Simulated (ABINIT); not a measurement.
Input of an ABINIT 10.8.3 (patched build) run:

File run.abi:

```
# Pseudopotentials
pp_dirpath "./"
pseudos "Sn.GGA_PBE-JTH.xml"

# Structure
acell 8.64103205 8.64103205 8.64103205
rprim
     0.0000000000     0.7071067812     0.7071067812
     0.7071067812     0.0000000000     0.7071067812
     0.7071067812     0.7071067812     0.0000000000
ntypat 1
znucl 50
natom 2
typat 1 1
xred
     0.7500000000     0.7500000000     0.7500000000
     0.5000000000     0.5000000000     0.5000000000

# Plane-wave basis
ecut 26.0
pawecutdg 48.0
pawxcdev 0

# k points
kptopt 1
ngkpt 7 7 7
nshiftk 1
shiftk 0.0 0.0 0.0

# Exchange and correlation
ixc -116133

# Bands and occupations
nband 18
occopt 3
tsmear 0.00183747

# SCF cycle
nstep 100
tolvrs 1.0e-9

# Output
iomode 3
prtwf 0
prtden 0
prteig 0
prtebands 0
enunit 1
```

Potentials or basis: JTH PAW PBE v2.0.

Launch:

```sh
$ abinit run.abi > log 2>&1
```

Problem. What does it give for the pressure?

Solution. 1.2 GPa.

Problem. What does it give for the band gap on the k mesh?

Solution. None (metal or under the smearing width).

Caveat: the PAW data sets were made with another functional, which shifts forces and pressure a little.
